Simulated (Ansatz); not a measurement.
Here is an Ansatz 0.2.0 calculation.

input.yaml

```yaml
crystal:
  lattice:
    - [3.232, 0.0, 0.0]
    - [-1.616, 2.798994105, 0.0]
    - [0.0, 0.0, 5.147]
  atoms:
    - { symbol: Zr, position: [0.6666666667, 0.3333333333, 0.75] }
    - { symbol: Zr, position: [0.3333333333, 0.6666666667, 0.25] }
hamiltonian:
  xc: pbesol
  pseudopotentials: { kind: paw }
kpoints:
  mp_grid: { grid: [9, 9, 5] }
scf:
  occupations: { method: fermi_dirac, width: 0.05 }
output:
  forces: true
  stress: true
  eigenvalues: true
relax:
  f_tol: 0.01
  max_steps: 40
  cell: { stress_tol: 0.05, p_target: 10.0 }
```

Potentials or basis: Ansatz PAW.

Run with:

```bash
$ ansatz run input.yaml --threads 2 --pin off --max-ram 5632MiB --backend cpu --events-out ev --progress --plain --runs-dir out
```

Task: What does it give for the relaxed volume?

Result: 20.54 Å³/atom.

Task: Estimate the space group after relaxing (to 0.05 Å).

Result: P6_3/mmc (No. 194).

Task: Estimate the band gap on the k mesh.

Result: None (metal or under the smearing width).

Task: What does it give for the relaxed cell?

Result: a = 3.075 Å, b = 3.075 Å, c = 5.018 Å, α = 90.00°, β = 90.00°, γ = 120.00°.

Final structure:
```
Zr
1.0
     3.07470    0.00000    0.00000
    -1.53735    2.66277    0.00000
     0.00000    0.00000    5.01780
Zr
2
Cartesian
  1.5374 0.8876 3.7633
  0.0000 1.7752 1.2544
```

Caveat: the PAW data sets come from PBE, with cores solved anew for the run's functional, which leaves a small shift of forces and pressure.
